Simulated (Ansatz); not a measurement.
A calculation with Ansatz 0.2.0 of Ca (native input, Cartesian positions):

Contents of input.yaml:

```yaml
crystal:
  lattice:
    - [-2.238756, 2.191257, 2.305322]
    - [2.169349, -2.171201, 2.215489]
    - [2.201505, 2.13395, -2.285183]
  atoms:
    - { symbol: Ca, spin: 0.5, position_ang: [-0.0347035, 0.010028, 2.2604055] }
hamiltonian:
  xc: { exchange: pbe, correlation: none }
  pseudopotentials: { kind: paw, source: jth }
magnetization:
  spin_polarized: true
kpoints:
  mp_grid: { grid: [9, 9, 9] }
scf:
  occupations: { method: methfessel_paxton, width: 0.05 }
  n_extra_bands: 6
output:
  forces: true
  stress: true
  eigenvalues: true
  dos: { projected: true, de: 0.05, nscf_kmesh: { grid: [14, 14, 14] } }
  write_density: true
  write_potential: true
  elf: true
  volumetric_format: npy
```

Potentials or basis: JTH PAW.

Launch:

```sh
$ ansatz run input.yaml --threads 1 --pin off --max-ram 2560MiB --backend cpu --events-out ev --progress --plain --runs-dir out
```

The cell isn't the ideal one: cell strained at random at fixed volume.

This isn't the form of Ca at room conditions, which is fcc.

Write the same calculation in another form: native input, structure typed inline.

As run:

File input.yaml:

```yaml
crystal:
  lattice:
    - [-2.238756, 2.191257, 2.305322]
    - [2.169349, -2.171201, 2.215489]
    - [2.201505, 2.13395, -2.285183]
  atoms:
    - { symbol: Ca, position: [0.5, 0.5, 0.0], spin: 0.5 }
hamiltonian:
  xc: { exchange: pbe, correlation: none }
  pseudopotentials: { kind: paw, source: jth }
magnetization:
  spin_polarized: true
kpoints:
  mp_grid: { grid: [9, 9, 9] }
scf:
  occupations: { method: methfessel_paxton, width: 0.05 }
  n_extra_bands: 6
output:
  forces: true
  stress: true
  eigenvalues: true
  dos: { projected: true, de: 0.05, nscf_kmesh: { grid: [14, 14, 14] } }
  write_density: true
  write_potential: true
  elf: true
  volumetric_format: npy
```

Potentials or basis: JTH PAW.

Run with:

```sh
$ ansatz run input.yaml --threads 1 --pin off --max-ram 2560MiB --backend cpu --events-out ev --progress --plain --runs-dir out
```

Both were run:

|  | native input, Cartesian positions | native input, structure typed inline |
| --- | --- | --- |
| Pressure | 2.2 GPa | 2.2 GPa |
| Band gap on the k mesh | none (metal or under the smearing width) | none (metal or under the smearing width) |
| Net moment | 0.29 μB per cell | 0.29 μB per cell |
| Absolute moment | 0.29 μB per cell | 0.29 μB per cell |
| Site moments | Ca +0.13 μB | Ca +0.13 μB |
| Density of states at the Fermi level | 1.60 states/eV per cell | 1.60 states/eV per cell |

Keys that steer only the numerical path or the files written may differ.
